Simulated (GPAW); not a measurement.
The system is ZrS.

```xyz
2
Lattice="0.0000 2.6250 2.6250 2.6250 0.0000 2.6250 2.6250 2.6250 0.0000" Properties=species:S:1:pos:R:3 pbc="T T T"
Zr    0.0000    0.0000    0.0000
S     2.6250    2.6250    2.6250
```

| Property | Result |
| --- | --- |
| Program | GPAW 26.7.0 |
| Task | relaxation of cell and atoms |
| Functional | BLYP |
| Dispersion | D3(BJ) |
| Potentials or basis | PAW data sets generated in the run's folder for this functional |
| Cutoff | 600 eV |
| Basis | pw |
| k mesh | 9 × 9 × 9 |
| Occupations | fermi-dirac, width 0.05 eV |
| Spin | no spin polarisation |

At the start: pressure -6.0 GPa; volume 18.09 Å³/atom.

Problem. How do energy, volume and symmetry change on relaxing?

Solution. Over 4 steps the energy falls by 15.9 meV/atom and the volume is 17.25 Å³/atom (-4.6 %); space group Fm-3m (No. 225, to 0.05 Å).

Step by step:
```tsv
step	energy change (eV)	largest force (eV/Å)	pressure (GPa)	volume (Å³)
1	0.0000	0.0000	-6.01	36.18
2	-0.0165	0.0000	-4.31	35.65
3	-0.0316	0.0000	0.29	34.43
4	-0.0317	0.0000	-0.01	34.50
```

Final structure:
```
Zr S
1.0
     0.00000    2.58390    2.58390
     2.58390    0.00000    2.58390
     2.58390    2.58390    0.00000
Zr S
1 1
Direct
  0.00000 0.00000 0.00000
  0.50000 0.50000 0.50000
```

Caveat: later steps reuse the first step's grids; pairwise dispersion overbinds metals, which lowers pressure and volume.
